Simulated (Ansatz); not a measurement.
The system is MnS.

```xyz
2
Lattice="0.0000 2.6045 2.6045 2.6045 0.0000 2.6045 2.6045 2.6045 0.0000" Properties=species:S:1:pos:R:3 pbc="T T T"
Mn    0.0000    0.0000    0.0000
S     2.6045    2.6045    2.6045
```

Base run:

```yaml
Program: Ansatz 0.2.0
Functional: PBEsol
Potentials_or_basis: all-electron LAPW, scalar-relativistic
Cutoff: 217 eV (chosen from the basis error)
Basis_error_allowed: 0.001 eV/atom
k_mesh: 9 × 9 × 9
Occupations: fermi-dirac, width 0.05 eV
Spin: collinear spin, ferromagnetic start
Starting_moments: "[4.0, 0.0] μB"
```

Its results: pressure -7.3 GPa; net moment 4.69 μB per cell; site moments Mn +4.41; S +0.14 μB.

Task: The run is repeated on the same cell with these changes: functional from PBEsol to LDA. What comes out?

Result: Pressure -11.6 GPa; net moment 4.57 μB per cell; site moments Mn +4.29; S +0.14 μB.

LDA binds more tightly than PBEsol, so the same cell stands under less pressure.

Caveats: a cell with one magnetic atom can't hold antiferromagnetic order, which such compounds often take.
